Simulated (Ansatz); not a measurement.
PtS2 (1T monolayer), relaxed with r2SCAN in Ansatz. The sheet's in-plane cell has a = 3.538 Å, b = 3.538 Å (γ = 120.0°), and its outermost atoms lie 2.48 Å apart along the normal. Pt is surrounded by 6 S at 2.39 Å; S is surrounded by 3 Pt at 2.39 Å.

The axes x, y and z are those of this cell:
```
CELL_PARAMETERS angstrom
3.53800 0.00000 0.00000
-1.76900 3.06400 0.00000
0.00000 0.00000 29.68496
ATOMIC_POSITIONS crystal
Pt 0.00000 0.00000 0.30318
S 0.33333 0.66667 0.34494
S 0.66667 0.33333 0.26142
```
The sheet repeats along a and b alone.

Unstrained: With PBE the valence top lies at k = (-0.141, 0.151, 0) and the conduction bottom at Γ–M (0.47 of the way from Γ), 1.811 eV higher; the smallest vertical gap, at Γ–M (0.47 of the way from Γ), is 1.936 eV. The r2SCAN gap is indirect, 2.046 eV (Γ–K (0.50 of the way from Γ) to Γ–M (0.47 of the way from Γ)), below the direct gap of 2.185 eV at Γ–M (0.47 of the way from Γ). HSE06 gives an indirect gap of 2.667 eV, from Γ–K (0.50 of the way from Γ) to Γ–M (0.47 of the way from Γ); the least direct gap is 2.819 eV at Γ–M (0.47 of the way from Γ). With r2SCAN+SOC the valence top lies at Γ–K (0.25 of the way from Γ) and the conduction bottom at Γ–M (0.47 of the way from Γ), 2.012 eV higher; the smallest vertical gap, at Γ–M (0.47 of the way from Γ), is 2.104 eV. Meshes: PBE 12×12×1, r2SCAN 12×12×1, HSE06 6×6×1, r2SCAN+SOC 12×12×1. Strains are changes of length per length. After each strain the atoms were relaxed again with r2SCAN within the symmetry that the strain leaves, so tilts or polar shifts that break it weren't tested; points keep the names that they have in the unstrained zone. The calculation is non-magnetic, and the structure need not be a phase that has been made.

Q: Apply in-plane biaxial +4.0 %. How far does the gap move, against the unstrained cell?

A: PBE: the gap goes from 1.811 to 1.543 eV (-0.268 eV); the edges go from (-0.141, 0.151, 0) → Γ–M (0.47) to (0.151, 0.156, 0) → Γ–M (0.49).

Q: Apply in-plane biaxial -1.0 %. How far does the gap move, against the unstrained cell?

A: PBE: the gap goes from 1.811 to 1.835 eV (+0.024 eV); the edges go from (-0.141, 0.151, 0) → Γ–M (0.47) to Γ–M (0.29) → Γ–M (0.46).

Q: Estimate what in-plane biaxial +1.0 % does to the gap.

A: PBE: the gap goes from 1.811 to 1.760 eV (-0.051 eV); the edges go from (-0.141, 0.151, 0) → Γ–M (0.47) to Γ–K (0.50) → Γ–M (0.47).

Q: Apply in-plane biaxial +3.0 %. How far does the gap move, against the unstrained cell?

A: PBE: the gap goes from 1.811 to 1.624 eV (-0.187 eV); the edges go from (-0.141, 0.151, 0) → Γ–M (0.47) to Γ–K (0.47) → Γ–M (0.48).

Q: Estimate what in-plane biaxial +2.0 % does to the gap.

A: PBE: the gap goes from 1.811 to 1.697 eV (-0.114 eV); the edges go from (-0.141, 0.151, 0) → Γ–M (0.47) to Γ–K (0.48) → Γ–M (0.48).

Q: Estimate what in-plane biaxial -4.0 % does to the gap.

A: PBE: the gap goes from 1.811 to 1.674 eV (-0.137 eV); the edges go from (-0.141, 0.151, 0) → Γ–M (0.47) to Γ–M (0.30) → Γ–K (0.70).

Q: Apply in-plane biaxial -3.0 %. How far does the gap move, against the unstrained cell?

A: PBE: the gap goes from 1.811 to 1.787 eV (-0.024 eV); the edges go from (-0.141, 0.151, 0) → Γ–M (0.47) to Γ–M (0.30) → Γ–K (0.70).

Q: Estimate what in-plane biaxial -2.0 % does to the gap.

A: PBE: the gap goes from 1.811 to 1.847 eV (+0.036 eV); the edges go from (-0.141, 0.151, 0) → Γ–M (0.47) to (-0.146, 0.141, 0) → Γ–K (0.70).

Only the levels marked +SOC include spin-orbit coupling.

Where an edge lies off the special points, it is a point of the mesh or the k point where a search put PBE's edge or least direct gap, reused for the other functionals, whose own edges may lie a little apart.

Coordinates of k points refer to the reciprocal vectors of the primitive cell of the runs.

The meshes of the hybrids are coarse, so their gaps aren't converged to the digits shown.

For some runs the program warns that the potential is rough where the density is thin, which bears on empty states near the vacuum.
